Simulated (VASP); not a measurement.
# TiB2 (P6/mmm) in VASP: further runs

Runs on TiB2. Level: PBE. Tasks: single point, relaxation of cell and atoms.

Program: VASP 6.6.1. These are calculated values, not measurements. Logs are shortened: lines on timing, memory, paths and dates and some standing lists are left out, and cuts for length are marked.

### Step 1. The crystal as given

Symmetry: P6/mmm, No. 191, hexagonal system. Conventional cell: a = 3.032 Å, b = 3.032 Å, c = 3.223 Å, α = 90.00°, β = 90.00°, γ = 120.00°. Ti (site symmetry 6/mmm) has 12 B at 2.38 Å as nearest neighbours. Around B (site symmetry -6m2) lie 3 B at 1.75 Å.

### Step 2. Single point, PBE

INCAR reads:

```
SYSTEM = TiB2
ALGO = Fast ; EDIFF = 1E-7
ENCUT = 520 ; GGA = PE
ISIF = 2 ; ISMEAR = 0
LASPH = .True. ; LCHARG = .False.
LREAL = .False. ; LWAVE = .False.
NBANDS = 16 ; NELM = 100
PREC = Accurate ; SIGMA = 0.1
```

KPOINTS reads:

```
k-points
0
Gamma
  15 15 14
  0 0 0
```

POSCAR reads:

```
TiB2
1.0
    3.0321013830      0.0000000000      0.0000000000
   -1.5160506915      2.6258768246      0.0000000000
    0.0000000000      0.0000000000      3.2234109036
Ti B
1 2
Direct
    0.0000000000      0.0000000000      0.0000000000
    0.3333333333      0.6666666667      0.5000000000
    0.6666666667      0.3333333333      0.5000000000
```

Potentials or basis: VASP PAW PBE potentials, release 64 (Ti_sv, B).

Command:

```sh
$ cat potpaw_PBE.64/Ti_sv/POTCAR potpaw_PBE.64/B/POTCAR > POTCAR
$ mpirun -np 1 vasp_std > vasp.out
```

OUTCAR:

```text
SYSTEM = TiB2
   EDIFF = 1E-7
   ENCUT = 520
   GGA = PE
   ISIF = 2
   ISMEAR = 0
   LASPH = .True.
   LREAL = .False.
   NELM = 100
   PREC = Accurate

 ion  position               nearest neighbor table
   1  0.000  0.000  0.000-   2 2.38   3 2.38   2 2.38   3 2.38   3 2.38   3 2.38   2 2.38   2 2.38
                             3 2.38   3 2.38   2 2.38   2 2.38
   2  0.333  0.667  0.500-   3 1.75   3 1.75   3 1.75   1 2.38   1 2.38   1 2.38   1 2.38   1 2.38
                             1 2.38
   3  0.667  0.333  0.500-   2 1.75   2 1.75   2 1.75   1 2.38   1 2.38   1 2.38   1 2.38   1 2.38
                             1 2.38

  LATTYP: Found a hexagonal cell.
 ALAT       =     3.0321013830
 C/A-ratio  =     1.0630946978

  Lattice vectors:

 A1 = (   3.0321013830,   0.0000000000,   0.0000000000)
 A2 = (  -1.5160506915,   2.6258768246,   0.0000000000)
 A3 = (   0.0000000000,   0.0000000000,   3.2234109036)

Analysis of symmetry for initial positions (statically):
=====================================================================
 Subroutine PRICEL returns:
 Original cell was already a primitive cell.

 Routine SETGRP: Setting up the symmetry group for a
 hexagonal supercell.

 Subroutine GETGRP returns: Found 24 space group operations
 (whereof 24 operations were pure point group operations)
 out of a pool of 24 trial point group operations.

The static configuration has the point symmetry D_6h.

Analysis of symmetry for dynamics (positions and initial velocities):
=====================================================================
 Subroutine PRICEL returns:
 Original cell was already a primitive cell.

 Routine SETGRP: Setting up the symmetry group for a
 hexagonal supercell.

 Subroutine GETGRP returns: Found 24 space group operations
 (whereof 24 operations were pure point group operations)
 out of a pool of 24 trial point group operations.

The dynamic configuration has the point symmetry D_6h.

 Subroutine INISYM returns: Found 24 space group operations
 (whereof 24 operations are pure point group operations),
 and found     1 'primitive' translations

----------------------------------------------------------------------------------------

                                     Primitive cell

  volume of cell :      25.6646

  direct lattice vectors                    reciprocal lattice vectors
     3.032101383  0.000000000  0.000000000     0.329804276  0.190412587  0.000000000
    -1.516050692  2.625876825  0.000000000     0.000000000  0.380825175  0.000000000
     0.000000000  0.000000000  3.223410904     0.000000000  0.000000000  0.310230383

  length of vectors
[... 84 lines left out ...]
   EDIFF  = 0.1E-06   stopping-criterion for ELM
   LREAL  =      F    real-space projection
   EDIFFG = 0.1E-05   stopping-criterion for IOM
   NSW    =      0    number of steps for IOM
   IBRION =     -1    ionic relax: 0-MD 1-quasi-New 2-CG
   NFREE  =      0    steps in history (QN), initial steepest desc. (CG)
   ISIF   =      2    stress and relaxation
   ISYM   =      2    0-nonsym 1-usesym 2-fastsym
   POTIM  = 0.5000    time-step for ionic-motion
   TEBEG  =    0.0;   TEEND  =   0.0 temperature during run
   PSTRESS=    0.0 pullay stress
   NELECT =      18.0000    total number of electrons
   NUPDOWN=      -1.0000    fix difference up-down
   EMIN   =  10.00;   EMAX   =-10.00  energy-range for DOS
   EFERMI =   0.00;   METHOD = LEGACY
   ISMEAR =     0;   SIGMA  =   0.10  broadening in eV -4-tet -1-fermi 0-gaus
   EFERMI_NEDOS =   21; number of points for ismear=-14 and -15
   IALGO  =     68    algorithm
   IMIX   =      4    mixing-type and parameters
     AMIX     =   0.40;   BMIX     =  1.00
     AMIX_MAG =   1.60;   BMIX_MAG =  1.00
  volume/ion in A,a.u.               =       8.55        57.73
  Fermi-wavevector in a.u.,A,eV,Ry     =   1.454525  2.748653 28.785056  2.115642
  Thomas-Fermi vector in A             =   2.571665
   LORBIT       =      0    0 simple, 1 ext, 2 COOP (PROOUT), +10 PAW based schemes
   GGA     = PE    functional components
   LHFCALC =     F    Hartree Fock is set to
   AEXX    =    0.0000 exact exchange contribution
   IVDW    =     0    specifies the selected vdW correction
   LEPSILON=     F    determine dielectric tensor
   LRPA    =     F    only Hartree local field effects (RPA)
 non-spin polarized calculation
 RMM-DIIS sequential band-by-band and
 Gauss-broadening in eV      SIGMA  =   0.10
  energy-cutoff  :      520.00
  volume of cell :       25.66
 maximum number of plane-waves:       719
 NGX is ok and might be reduce to    24
   NGX = 11   NGY = 11   NGZ = 11

 number of electron      18.0000001 magnetization

 Free energy of the ion-electron system (eV)
  ---------------------------------------------------
  ext. energy  EPLUGINS =         0.00000000
  ---------------------------------------------------
  free energy    TOTEN  =       -24.43026270 eV

  energy without entropy =      -24.42838065  energy(sigma->0) =      -24.42932167

 E-fermi :  10.0232     XC(G=0): -12.7676

 val. band max:        9.9798470542   @ k =   0.2667   0.2000   0.0000
 cond. band min:      10.0235687145   @ k =   0.2000   0.2000   0.1429
 fundamental gap:      0.0437216602
 Fermi energy:        10.0232465244

 k-point     1 :       0.0000    0.0000    0.0000
  band No.  band energies     occupation
      1     -46.9594      2.00000
      2     -23.3110      2.00000
      3     -22.9977      2.00000
      4     -22.9977      2.00000
      5      -3.5076      2.00000
      6       7.3786      2.00000
[... 433 lines left out ...]
      3     -23.2372      2.00000
      4     -23.1785      2.00000
      5       1.0795      2.00000
      6       1.1972      2.00000
[... 8 lines left out ...]
     15      18.7845      0.00000
     16      19.8996      0.00000

 [... further k-points ...]
[... 5 lines left out ...]
  --------------------------------------------------------------------------------------
  -------------------------------------------------------------------------------------
  Total        0.0333023      0.0333023      0.0366999      0.0000000      0.0000000      0.0000000
  in kB        2.0789854      2.0789854      2.2910889      0.0000000      0.0000000      0.0000000
  external PRESSURE =       2.1496866 kB  Pullay stress =       0.0000000 kB

 VOLUME and BASIS-vectors are now :
 -----------------------------------------------------------------------------
  energy-cutoff  :      520.00
  volume of cell :       25.66
      direct lattice vectors                 reciprocal lattice vectors
     3.032101383  0.000000000  0.000000000     0.329804276  0.190412587  0.000000000
    -1.516050692  2.625876825  0.000000000     0.000000000  0.380825175  0.000000000
     0.000000000  0.000000000  3.223410904     0.000000000  0.000000000  0.310230383

 POSITION                                       TOTAL-FORCE (eV/Angst)
 -----------------------------------------------------------------------------------
      0.00000      0.00000      0.00000        -0.000000      0.000000      0.000000
     -0.00000      1.75058      1.61171         0.000000     -0.000000      0.000000
      1.51605      0.87529      1.61171        -0.000000      0.000000      0.000000
 -----------------------------------------------------------------------------------
    total drift:                               -0.000000      0.000000      0.000000

  FREE ENERGIE OF THE ION-ELECTRON SYSTEM (eV)
  ---------------------------------------------------
  free  energy   TOTEN  =       -24.4302626964 eV

  energy  without entropy=      -24.4283806526  energy(sigma->0) =      -24.42932167
```

stdout:

```text
POSCAR found type information on POSCAR TiB
 POSCAR found :  2 types and       3 ions
 scaLAPACK will be used
 LDA part: xc-table for (Slater+PW92), standard interpolation
[... 53 lines left out ...]
 num prob  num prob  num prob  num prob  num prob RMM:  50    -0.244302619068E+02   -0.49509E-06   -0.55062E-06  4416   0.209E-03    0.425E-04
 num prob  num prob RMM:  51    -0.244302620238E+02   -0.11695E-06   -0.14257E-06  4291   0.201E-03    0.430E-04
 num prob  num prob  num prob RMM:  52    -0.244302623570E+02   -0.33326E-06   -0.37173E-06  4351   0.192E-03    0.462E-04
 num prob  num prob RMM:  53    -0.244302624381E+02   -0.81023E-07   -0.10898E-06  4287   0.190E-03    0.469E-04
 num prob  num prob  num prob  num prob  num prob  num prob RMM:  54    -0.244302626406E+02   -0.20254E-06   -0.23417E-06  4300   0.183E-03    0.498E-04
 num prob  num prob RMM:  55    -0.244302626964E+02   -0.55773E-07   -0.81635E-07  4264   0.181E-03
```

Run time: 2.8 min. Hardware: 1 thread of Intel Xeon Platinum 8488C (Sapphire Rapids), shared host; peak memory 0.2 GiB.

Results:

```yaml
Free_energy: -24.4303 eV
Pressure: 0.2 GPa
Band_gap_on_the_k_mesh: none (metal or under the smearing width)
```

### Step 3. Relaxation of cell and atoms, PBE

INCAR reads:

```
SYSTEM = TiB2
ALGO = Normal ; EDIFF = 1E-7
EDIFFG = -0.005 ; ENCUT = 600
GGA = PE ; IBRION = 2
ISIF = 3 ; ISMEAR = 0
LASPH = .TRUE. ; LCHARG = .FALSE.
LREAL = .FALSE. ; LWAVE = .FALSE.
NELM = 100 ; NSW = 100
PREC = Accurate ; SIGMA = 0.1
```

KPOINTS reads:

```
k-points
0
G
  15 15 14
  0 0 0
```

POSCAR reads:

```
TiB2
1.0
    3.0292000000      0.0000000000      0.0000000000
   -1.5146000000      2.6233641531      0.0000000000
    0.0000000000      0.0000000000      3.2284000000
Ti B
1 2
Direct
    0.0000000000      0.0000000000      0.0000000000
    0.3333333333      0.6666666667      0.5000000000
    0.6666666667      0.3333333333      0.5000000000
```

Potentials or basis: VASP PAW PBE potentials, release 64 (Ti_sv, B).

Command:

```sh
$ cat potpaw_PBE.64/Ti_sv/POTCAR potpaw_PBE.64/B/POTCAR > POTCAR
$ mpirun -np 1 vasp_std > vasp.out
```

OUTCAR:

```text
SYSTEM = TiB2
   EDIFF = 1E-7
   EDIFFG = -0.005
   ENCUT = 600
   GGA = PE
   IBRION = 2
   ISIF = 3
   ISMEAR = 0
   LASPH = .TRUE.
   LREAL = .FALSE.
   NELM = 100
   NSW = 100
   PREC = Accurate

 ion  position               nearest neighbor table
   1  0.000  0.000  0.000-   2 2.38   3 2.38   2 2.38   3 2.38   2 2.38   2 2.38   3 2.38   3 2.38
                             3 2.38   3 2.38   2 2.38   2 2.38
   2  0.333  0.667  0.500-   3 1.75   3 1.75   3 1.75   1 2.38   1 2.38   1 2.38   1 2.38   1 2.38
                             1 2.38
   3  0.667  0.333  0.500-   2 1.75   2 1.75   2 1.75   1 2.38   1 2.38   1 2.38   1 2.38   1 2.38
                             1 2.38

  LATTYP: Found a hexagonal cell.
 ALAT       =     3.0292000000
 C/A-ratio  =     1.0657599366

  Lattice vectors:

 A1 = (   3.0292000000,   0.0000000000,   0.0000000000)
 A2 = (  -1.5146000000,   2.6233641531,   0.0000000000)
 A3 = (   0.0000000000,   0.0000000000,   3.2284000000)

Analysis of symmetry for initial positions (statically):
[... 237 lines left out ...]
     13      13.6202      0.00000
[... 441 lines left out ...]
--------------------------------------- Ionic step        4  -------------------------------------------

 number of electron      18.0000002 magnetization

 Free energy of the ion-electron system (eV)
  ---------------------------------------------------
  ext. energy  EPLUGINS =         0.00000000
  ---------------------------------------------------
  free energy    TOTEN  =       -24.43214532 eV

  energy without entropy =      -24.43026183  energy(sigma->0) =      -24.43120357

 E-fermi :  10.0169     XC(G=0): -12.7648

 val. band max:        9.9735827401   @ k =   0.2667   0.2000   0.0000
 cond. band min:      10.0173101838   @ k =   0.2000   0.2000   0.1429
 fundamental gap:      0.0437274437
 Fermi energy:        10.0169256931

 k-point     1 :       0.0000    0.0000    0.0000
  band No.  band energies     occupation
      1     -46.9665      2.00000
      2     -23.3186      2.00000
      3     -23.0057      2.00000
      4     -23.0057      2.00000
      5      -3.5098      2.00000
      6       7.3736      2.00000
      7       7.3736      2.00000
      8       7.6894      2.00000
      9       7.8844      2.00000
     10      11.8770      0.00000
     11      11.8770      0.00000
     12      13.6513      0.00000
     13      13.6513      0.00000
[... 398 lines left out ...]
  FREE ENERGIE OF THE ION-ELECTRON SYSTEM (eV)
  ---------------------------------------------------
  free  energy   TOTEN  =       -24.4321453187 eV

  energy  without entropy=      -24.4302618280  energy(sigma->0) =      -24.43120357

 reached required accuracy - stopping structural energy minimisation
```

OSZICAR:

```text
N       E                     dE             d eps       ncg     rms          rms(c)
DAV:   1     0.137076190910E+03    0.13708E+03   -0.10256E+04  5616   0.176E+03
DAV:   2    -0.187537973370E+02   -0.15583E+03   -0.15177E+03  5746   0.417E+02
DAV:   3    -0.292381745954E+02   -0.10484E+02   -0.10321E+02  8301   0.990E+01
[... 32 lines left out ...]
DAV:   2    -0.244321694544E+02    0.11587E-03   -0.68816E-04  6000   0.394E-01    0.376E-02
DAV:   3    -0.244321452856E+02    0.24169E-04   -0.67943E-05  8201   0.785E-02    0.173E-02
DAV:   4    -0.244321428023E+02    0.24833E-05   -0.25569E-05  8766   0.457E-02    0.769E-03
DAV:   5    -0.244321452720E+02   -0.24697E-05   -0.30939E-06  6509   0.187E-02    0.238E-03
DAV:   6    -0.244321453187E+02   -0.46699E-07   -0.76861E-07  7523   0.633E-03
   4 F= -.24432145E+02 E0= -.24431204E+02  d E =-.190691E-04
```

It took 1.9 min on 1 thread of Intel Xeon Platinum 8488C (Sapphire Rapids), shared host; peak memory 0.22 GiB.

Results:

```yaml
Free_energy: -24.4321 eV
Relaxed_volume: 8.56 Å³/atom
Relaxed_cell: a = 3.033 Å, b = 3.033 Å, c = 3.224 Å, α = 90.00°, β = 90.00°, γ = 120.00°
Space_group_after_relaxing_to_0.05_Å: P6/mmm (No. 191)
Energy_gained_by_relaxing: 0.1 meV/atom
Ionic_steps: 4
Pressure_after_relaxing: 0.0 GPa
Band_gap_on_the_k_mesh: none (metal or under the smearing width)
```

The path:
```csv
step,energy change (eV),largest force (eV/Å),pressure (GPa),volume (Å³)
1,0.0000,0.0000,0.38,25.66
2,-0.0001,0.0000,-0.44,25.73
3,-0.0001,0.0000,-0.17,25.70
4,-0.0002,0.0000,0.02,25.68
```

Final structure:
```yaml
crystal:
  lattice:
    - [3.03267, 0.00000, 0.00000]
    - [-1.51634, 2.62637, 0.00000]
    - [0.00000, 0.00000, 3.22393]
  atoms:
    - { symbol: Ti, position: [0.00000, 0.00000, 0.00000] }
    - { symbol: B, position: [0.33333, 0.66667, 0.50000] }
    - { symbol: B, position: [0.66667, 0.33333, 0.50000] }
```
